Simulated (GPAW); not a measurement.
# SnTe (Pm-3m) in GPAW: convergence with basis set

Aim: find how far basis set must go before the results for SnTe settle, at RPBE. This setting moves, with any that are tied to it; all else stays.

All numbers are computed with GPAW 26.7.0; they aren't measurements. Logs are shortened: lines on timing, memory, paths and dates and some standing lists are left out, and cuts for length are marked. The log counts tension as positive stress, the text compression.

### Step 1. The crystal as given

It takes space group Pm-3m (No. 221, cubic). The conventional cell has a = 3.905 Å, b = 3.905 Å, c = 3.905 Å, α = 90.00°, β = 90.00°, γ = 90.00°. Around Te (site symmetry m-3m) lie 8 Sn at 3.38 Å. Around Sn (site symmetry m-3m) lie 8 Te at 3.38 Å.

Measurements of this composition are mostly on another form, of space group No. 225.

### Step 2. With basis set lcao:sz(dzp)

run.py

```python
from ase import Atoms
from ase.dft.bandgap import bandgap
from ase.io import write
from gpaw import GPAW

atoms = Atoms(['Te', 'Sn'],
              cell=[[3.9047, 0.0, 0.0],
                    [0.0, 3.9047, 0.0],
                    [0.0, 0.0, 3.9047]],
              scaled_positions=[[0.5, 0.5, 0.5],
                                [0.0, 0.0, 0.0]],
              pbc=True)

calc = GPAW(mode='lcao',
            h=0.16,
            basis='sz(dzp)',
            xc='RPBE',
            kpts={'size': (7, 7, 7), 'gamma': True},
            occupations={'name': 'fermi-dirac', 'width': 0.05},
            convergence={'density': 1e-05, 'energy': 1e-05},
            maxiter=100,
            txt='gpaw.txt')
atoms.calc = calc
energy = atoms.get_potential_energy()
forces = atoms.get_forces()
calc.write('gs.gpw')
write('result.traj', atoms)
print(f'Energy: {energy:.6f} eV')
print('Forces (eV/A):')
print(forces.round(4))
print('Fermi level:', round(calc.get_fermi_level(), 4), 'eV')
print(f'Gap: {bandgap(calc)[0]:.4f} eV, direct: {bandgap(calc, direct=True)[0]:.4f} eV')
```

Potentials or basis: the program's PAW data sets (release 1.2.1) made for this functional, lcao:sz(dzp).

The run is started by

```
OMP_NUM_THREADS=1 python run.py
```

It took 24 s on 1 thread of Arm Neoverse N1, shared host; peak memory 0.2 GiB.

Results:

| Item | Value |
| --- | --- |
| Free energy | -5.0052 eV |
| Band gap on the k mesh | none (metal or under the smearing width) |

### Step 3. With basis set lcao:szp(dzp)

run.py, as its differences from that of step 2:

```diff
@@ -15,3 +15,3 @@
             h=0.16,
-            basis='sz(dzp)',
+            basis='szp(dzp)',
             xc='RPBE',
```

Potentials or basis: the program's PAW data sets (release 1.2.1) made for this functional, lcao:szp(dzp).

The run is started by

```
OMP_NUM_THREADS=1 python run.py
```

Wall time 78 s (1 thread of Arm Neoverse N1, shared host); peak memory 0.22 GiB.

Results:

```yaml
Free_energy: -5.6876 eV
Band_gap_on_the_k_mesh: none (metal or under the smearing width)
```

### Step 4. With basis set lcao:dz(dzp)

run.py, as its differences from that of step 3:

```diff
@@ -15,3 +15,3 @@
             h=0.16,
-            basis='szp(dzp)',
+            basis='dz(dzp)',
             xc='RPBE',
```

Potentials or basis: the program's PAW data sets (release 1.2.1) made for this functional, lcao:dz(dzp).

The run is started by

```
OMP_NUM_THREADS=1 python run.py
```

Run time: 35 s. Hardware: 1 thread of Arm Neoverse N1, shared host; peak memory 0.21 GiB.

Results:

* Free energy: -5.7284 eV
* Band gap on the k mesh: none (metal or under the smearing width)

### Step 5. With basis set lcao:dzp

run.py, as its differences from that of step 4:

```diff
@@ -15,3 +15,3 @@
             h=0.16,
-            basis='dz(dzp)',
+            basis='dzp',
             xc='RPBE',
```

Potentials or basis: the program's PAW data sets (release 1.2.1) made for this functional, lcao:dzp.

The run is started by

```
OMP_NUM_THREADS=1 python run.py
```

It took 1.7 min on 1 thread of Arm Neoverse N1, shared host; peak memory 0.22 GiB.

It converged, with:

```
Free energy            : -6.0861 eV
Band gap on the k mesh : none (metal or under the smearing width)
```

### Step 6. With basis set fd

run.py, as its differences from that of step 5:

```diff
@@ -13,5 +13,4 @@
 
-calc = GPAW(mode='lcao',
+calc = GPAW(mode='fd',
             h=0.16,
-            basis='dzp',
             xc='RPBE',
@@ -19,2 +18,3 @@
             occupations={'name': 'fermi-dirac', 'width': 0.05},
+            nbands=19,
             convergence={'density': 1e-05, 'energy': 1e-05},
```

Potentials or basis: the program's PAW data sets (release 1.2.1) made for this functional, fd.

The run is started by

```
OMP_NUM_THREADS=1 python run.py
```

It took 77 s on 1 thread of Arm Neoverse N1, shared host; peak memory 0.31 GiB.

Results (log left out):

```yaml
Free_energy: -6.6136 eV
Band_gap_on_the_k_mesh: none (metal or under the smearing width)
```

### Step 7. With basis set pw

run.py, as its differences from that of step 6:

```diff
@@ -3,3 +3,4 @@
 from ase.io import write
-from gpaw import GPAW
+from ase.units import GPa
+from gpaw import GPAW, PW
 
@@ -13,4 +14,3 @@
 
-calc = GPAW(mode='fd',
-            h=0.16,
+calc = GPAW(mode=PW(600),
             xc='RPBE',
@@ -25,2 +25,3 @@
 forces = atoms.get_forces()
+stress = atoms.get_stress()
 calc.write('gs.gpw')
@@ -30,2 +31,3 @@
 print(forces.round(4))
+print('Stress (GPa):', (stress / GPa).round(3))
 print('Fermi level:', round(calc.get_fermi_level(), 4), 'eV')
```

Potentials or basis: the program's PAW data sets (release 1.2.1) made for this functional, pw.

The run is started by

```
OMP_NUM_THREADS=1 python run.py
```

gpaw.txt:

```text
__  _  _
 | _ |_)|_||  |
 |__||  | ||/\| - 26.7.0

Input parameters:
  mode=PW(ecut=600.0),
  convergence={'density': 1e-05, 'energy': 1e-05},
  kpts=MonkhorstPack(size=(7, 7, 7), gamma=True),
  maxiter=100,
  nbands=19,
  occupations=Occupations(name='fermi-dirac', width=0.05),
  xc=XC(name='RPBE')

Diagonalizing LCAO Hamiltonian
Converting LCAO to pw mode
   .---------.
  /|         |
 * |         |
 | |   Te    |
 | |         |
 | .---------.
 |/         /
 Sn--------*

Atoms  # Å, Bohr magnetons
|   | symbol |        x |        y |        z |    initial magnetic moments |
|---|--------|----------|----------|----------|-----------------------------|
| 0 |     Te | 1.952350 | 1.952350 | 1.952350 | ( 0.0000,  0.0000,  0.0000) |
| 1 |     Sn | 0.000000 | 0.000000 | 0.000000 | ( 0.0000,  0.0000,  0.0000) |

Unit cell  # Å
| periodic |        x |        y |        z |  lengths |    angles |
|----------|----------|----------|----------|----------|-----------|
|      yes | 3.904700 | 0.000000 | 0.000000 | 3.904700 | 90.000000 |
|      yes | 0.000000 | 3.904700 | 0.000000 | 3.904700 | 90.000000 |
|      yes | 0.000000 | 0.000000 | 3.904700 | 3.904700 | 90.000000 |

Number of symmetries: 48
Symmetry operations  # r_c * U_cc + t_c -> r_c
|    | kind |            matrix            |
|----|------|------------------------------|
|  0 |  E   |  1, 0, 0,  0, 1, 0,  0, 0, 1 |
|  1 |  σ   |  1, 0, 0,  0, 1, 0,  0, 0,-1 |
|  2 |  σ   |  1, 0, 0,  0, 0, 1,  0, 1, 0 |
|  3 |  C4  |  1, 0, 0,  0, 0, 1,  0,-1, 0 |
|  4 |  C4  |  1, 0, 0,  0, 0,-1,  0, 1, 0 |
|  5 |  σ   |  1, 0, 0,  0, 0,-1,  0,-1, 0 |
|  6 |  σ   |  1, 0, 0,  0,-1, 0,  0, 0, 1 |
|  7 |  C2  |  1, 0, 0,  0,-1, 0,  0, 0,-1 |
|  8 |  σ   |  0, 1, 0,  1, 0, 0,  0, 0, 1 |
|  9 |  C2  |  0, 1, 0,  1, 0, 0,  0, 0,-1 |
| 10 |  C3  |  0, 1, 0,  0, 0, 1,  1, 0, 0 |
| 11 |  S6  |  0, 1, 0,  0, 0, 1, -1, 0, 0 |
| 12 |  S6  |  0, 1, 0,  0, 0,-1,  1, 0, 0 |
| 13 |  C3  |  0, 1, 0,  0, 0,-1, -1, 0, 0 |
| 14 |  C4  |  0, 1, 0, -1, 0, 0,  0, 0, 1 |
| 15 |  S4  |  0, 1, 0, -1, 0, 0,  0, 0,-1 |
| 16 |  C3  |  0, 0, 1,  1, 0, 0,  0, 1, 0 |
| 17 |  S6  |  0, 0, 1,  1, 0, 0,  0,-1, 0 |
| 18 |  σ   |  0, 0, 1,  0, 1, 0,  1, 0, 0 |
| 19 |  C4  |  0, 0, 1,  0, 1, 0, -1, 0, 0 |
| 20 |  C2  |  0, 0, 1,  0,-1, 0,  1, 0, 0 |
| 21 |  S4  |  0, 0, 1,  0,-1, 0, -1, 0, 0 |
| 22 |  S6  |  0, 0, 1, -1, 0, 0,  0, 1, 0 |
| 23 |  C3  |  0, 0, 1, -1, 0, 0,  0,-1, 0 |
| 24 |  S6  |  0, 0,-1,  1, 0, 0,  0, 1, 0 |
| 25 |  C3  |  0, 0,-1,  1, 0, 0,  0,-1, 0 |
| 26 |  C4  |  0, 0,-1,  0, 1, 0,  1, 0, 0 |
| 27 |  σ   |  0, 0,-1,  0, 1, 0, -1, 0, 0 |
| 28 |  S4  |  0, 0,-1,  0,-1, 0,  1, 0, 0 |
| 29 |  C2  |  0, 0,-1,  0,-1, 0, -1, 0, 0 |
| 30 |  C3  |  0, 0,-1, -1, 0, 0,  0, 1, 0 |
| 31 |  S6  |  0, 0,-1, -1, 0, 0,  0,-1, 0 |
| 32 |  C4  |  0,-1, 0,  1, 0, 0,  0, 0, 1 |
| 33 |  S4  |  0,-1, 0,  1, 0, 0,  0, 0,-1 |
| 34 |  S6  |  0,-1, 0,  0, 0, 1,  1, 0, 0 |
| 35 |  C3  |  0,-1, 0,  0, 0, 1, -1, 0, 0 |
| 36 |  C3  |  0,-1, 0,  0, 0,-1,  1, 0, 0 |
| 37 |  S6  |  0,-1, 0,  0, 0,-1, -1, 0, 0 |
| 38 |  σ   |  0,-1, 0, -1, 0, 0,  0, 0, 1 |
| 39 |  C2  |  0,-1, 0, -1, 0, 0,  0, 0,-1 |
| 40 |  σ   | -1, 0, 0,  0, 1, 0,  0, 0, 1 |
| 41 |  C2  | -1, 0, 0,  0, 1, 0,  0, 0,-1 |
| 42 |  C2  | -1, 0, 0,  0, 0, 1,  0, 1, 0 |
| 43 |  S4  | -1, 0, 0,  0, 0, 1,  0,-1, 0 |
| 44 |  S4  | -1, 0, 0,  0, 0,-1,  0, 1, 0 |
| 45 |  C2  | -1, 0, 0,  0, 0,-1,  0,-1, 0 |
| 46 |  C2  | -1, 0, 0,  0,-1, 0,  0, 0, 1 |
| 47 |  i   | -1, 0, 0,  0,-1, 0,  0, 0,-1 |

BZ-sampling:
  Number of BZ points: 343
  Number of IBZ points: 20

  Monkhorst-Pack size: [7, 7, 7]
  Monkhorst-Pack shift: [0, 0, 0]

K-points  # in reciprocal-cell coordinates
|     |                                coordinates |     weight |
|-----|--------------------------------------------|------------|
|   0 | (  0.00000000,   0.00000000,   0.00000000) | 0.00291545 |
|   1 | (  0.14285714,   0.00000000,   0.00000000) | 0.01749271 |
|   2 | (  0.14285714,   0.14285714,   0.00000000) | 0.03498542 |
|   3 | (  0.14285714,   0.14285714,   0.14285714) | 0.02332362 |
|   4 | (  0.28571429,   0.00000000,   0.00000000) | 0.01749271 |
|   5 | (  0.28571429,   0.14285714,   0.00000000) | 0.06997085 |
|   6 | (  0.28571429,   0.14285714,   0.14285714) | 0.06997085 |
|   7 | (  0.28571429,   0.28571429,   0.00000000) | 0.03498542 |
|   8 | (  0.28571429,   0.28571429,   0.14285714) | 0.06997085 |
|   9 | (  0.28571429,   0.28571429,   0.28571429) | 0.02332362 |
| ... |                                            |            |
|  19 | (  0.42857143,   0.42857143,   0.42857143) | 0.02332362 |

Plane wave coefficients: 2001
Cutoff: 600.0 eV

Spin-components: 1 (collinear spins)
Bands:           19
Projectors:      11
Spin-degeneracy: 2
Datatype:        complex128

Parallelization:
  kpt:    1
  domain: 1
  band:   1

Density:
  Valence electrons: 20.0
  Components: 1
  Grid points: [24 24 24]
  Charge: 0.0  # |e|

Potential:
  Grid points: [24 24 24]

species:
  Te:
    name:    Tellurium
    Z:       52.0
    valence: 6
    core:    46
    charge:  0.0  # [|e|]
    compensation charges:
      type: gauss
      rc: 0.36  # [Å]
      lmax: 2
    cutoffs:
      filter: 2.09  # [Å]
      core: 3.17  # [Å]
    projectors
    | kind |    occ | energy [eV] | rcut [Å] |
    |------|--------|-------------|----------|
    |   5s |  2.000 |     -15.026 |    1.180 |
    |   5p |  4.000 |      -5.917 |    1.196 |
    |    s |        |      12.185 |    1.180 |
    |    p |        |      21.294 |    1.196 |
    |    d |        |       0.000 |    1.238 |

    Using partial waves for Te as LCAO basis

  Sn:
    name:    Tin
    Z:       50.0
    valence: 14
    core:    36
    charge:  0.0  # [|e|]
    compensation charges:
      type: gauss
      rc: 0.38  # [Å]
      lmax: 2
    cutoffs:
      filter: 2.23  # [Å]
      core: 2.35  # [Å]
    projectors
    | kind |    occ | energy [eV] | rcut [Å] |
    |------|--------|-------------|----------|
    |   5s |  2.000 |     -10.465 |    1.201 |
    |   5p |  2.000 |      -3.644 |    1.270 |
    |   4d | 10.000 |     -25.852 |    1.185 |
    |    s |        |      16.747 |    1.201 |
    |    p |        |      23.567 |    1.270 |
    |    d |        |       1.359 |    1.185 |

    Using partial waves for Sn as LCAO basis

Reference energy: -352819.508013  # eV

eigensolver:
  PPCG
  Converge bands: occupied
  niter=2

density mixing:
  MSR1-Mixer
  Pratt-step length: 0.05
  Maximum mixing coefficient: 0.75
  Old densities: 10
  SVD Regularization: 0.005
  Good broyden scale: 1.0
  Trust region scale: 1.0
  Backstep threshold: 4.0
  History deletion threshold: 6.0
  Fourier metric: weight=20.0, sigma=0.015

occupation numbers:
  Fermi-Dirac:
    width: 0.0500  # eV

poisson solver:
  ecut: 4800.0  # eV

xc functional:
  name: RPBE with 2 nearest neighbor stencil

convergence criteria:
- Maximum integral of absolute [dens]ity change: 1e-05 electrons / valence electron
- Maximum [total energy] change in last 3 cyles: 1e-05 eV / valence electron
- Maximum integral of absolute [eigenst]ate change: 4e-08 eV^2 / valence electron
maximum number of iterations: 100

SCF iterations
|iter     | |      energy | eigst |  dens |
|---------|-|-------------|-------|-------|
|iter:   1| |   -6.667212 | -0.23 |       |
|iter:   2| |   -6.647329 | -2.28 | -1.42 |
|iter:   3| |   -6.593263 | -2.71 | -1.48 |
|iter:   4| |   -6.593998 | -4.27 | -1.96 |
|iter:   5| |   -6.594349 | -4.44 | -2.32 |
|iter:   6| |   -6.594375 | -5.68 | -3.16 |
|iter:   7| |   -6.594379c| -6.59 | -3.69 |
|iter:   8| |   -6.594378c| -7.58c| -4.61 |
|iter:   9| |   -6.594378c| -7.61c| -5.08c|

Converged in 9 steps
Energy contributions relative to reference atoms: (reference = -352819.508013)

Energy contributions:
  Kinetic:           9.162528
  Coulomb:          -9.608439
  Zero:              0.148852
  External:          0.000000
  Xc:               -6.287567
  Entropy:          -0.019503
  Spinorbit:         0.000000
  ----------------------------
  Free energy:      -6.604129
  Extrapolated:     -6.594378

dipole moment: (-13.192117, -13.192117, -13.192117)  # |e|*Ang

Fermi level: 6.587
Eigenvalues  # (at kpt = [0.000, 0.000, 0.000])
| band index |      eig [eV] | occ [0-2] |
|------------|---------------|-----------|
|          0 |       -15.024 |     2.000 |
|        ... |               |           |
|          2 |       -14.988 |     2.000 |
|          3 |       -14.988 |     2.000 |
|          4 |       -14.988 |     2.000 |
|          5 |        -5.674 |     2.000 |
|          6 |         1.393 |     2.000 |
|          7 |         4.878 |     2.000 |
[... 9 lines left out ...]
|         17 |        17.633 |     0.000 |
|         18 |        18.285 |     0.000 |

No gap
No difference between direct/indirect transitions

Forces  # eV/Ang
|       x |       y |       z |
|---------|---------|---------|
| 0.00000 | 0.00000 | 0.00000 |  # Te   0
| 0.00000 | 0.00000 | 0.00000 |  # Sn   1

Stress tensor  # eV/Ang^3
|         x |         y |         z |
|-----------|-----------|-----------|
| -0.000138 |  0.000000 |  0.000000 |
|  0.000000 | -0.000138 |  0.000000 |
|  0.000000 |  0.000000 | -0.000138 |

# Writing to gs.gpw (mode='')
```

stdout:

```text
Energy: -6.594378 eV
Forces (eV/A):
[[0. 0. 0.]
 [0. 0. 0.]]
Stress (GPa): [-0.022 -0.022 -0.022  0.     0.     0.   ]
Fermi level: 6.5872 eV
Gap: 0.0000 eV, direct: 0.0000 eV
```

Run time: 21 s. Hardware: 1 thread of Arm Neoverse N1, shared host; peak memory 0.16 GiB.

What came out:

```
Free energy            : -6.6041 eV
Pressure               : 0.0 GPa
Band gap on the k mesh : none (metal or under the smearing width)
```

### Step 8. The series at a glance

| basis set | energy less the tightest run, at zero smearing (meV/atom) | SCF cycles | CPU time (s) | peak memory (GiB) |
| --- | --- | --- | --- | --- |
| lcao:sz(dzp) | 799.76 | 8 | 24 | 0.2 |
| lcao:szp(dzp) | 458.55 | 8 | 78 | 0.22 |
| lcao:dz(dzp) | 438.11 | 9 | 35 | 0.21 |
| lcao:dzp | 259.14 | 9 | 100 | 0.22 |
| fd | -4.74 | 13 | 77 | 0.31 |
| pw | 0.00 | 9 | 21 | 0.16 |

Not settled before the last step: the energy (to 1 meV/atom). The tightest run that finished is the yardstick and may itself not be fully converged.
